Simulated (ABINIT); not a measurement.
Crystal: Ta.

```
Ta
1.0
     2.90037    0.00000    0.00000
    -1.45019    2.51180    0.00000
     0.00000    0.00000    5.16627
Ta
2
Cartesian
  0.0000 1.6745 1.2916
  1.4502 0.8373 3.8747
```

This isn't the form of Ta at room conditions, which is bcc.

| Item | Value |
| --- | --- |
| Program | ABINIT 10.8.3 (patched build) |
| Task | single point |
| Functional | PBE |
| Potentials or basis | JTH PAW PBE v2.0 |
| Cutoff | 517 eV |
| k mesh | 11 × 11 × 5 |
| Occupations | fermi-dirac, width 0.05 eV |
| Spin | no spin polarisation |

On this cell: pressure -1.2 GPa; largest force under 0.003 eV/Å; band gap on the k mesh none (metal or under the smearing width).

The same run follows on a disturbed copy (atoms moved at random, drawn with an rms of 0.05 Å):

```xyz
2
Lattice="2.9004 0.0000 0.0000 -1.4502 2.5118 0.0000 0.0000 0.0000 5.1663" Properties=species:S:1:pos:R:3 pbc="T T T"
Ta   -0.0172    1.6891    1.2547
Ta    1.4505    0.8163    3.9226
```

Problem. What does the disturbed cell give?

Solution. The energy (extrapolated to zero smearing) moves by +19.5 meV/atom; pressure -0.6 GPa; largest force 0.949 eV/Å; band gap on the k mesh none (metal or under the smearing width).

Forces in eV/Å, atoms in the order of the input:
```
Ta  -0.023  0.042  0.947
Ta   0.023 -0.042 -0.947
```

Stress tensor (GPa, compression positive):
```
-1.79  0.31 -0.06
 0.31 -0.36  0.13
-0.06  0.13  0.33
```
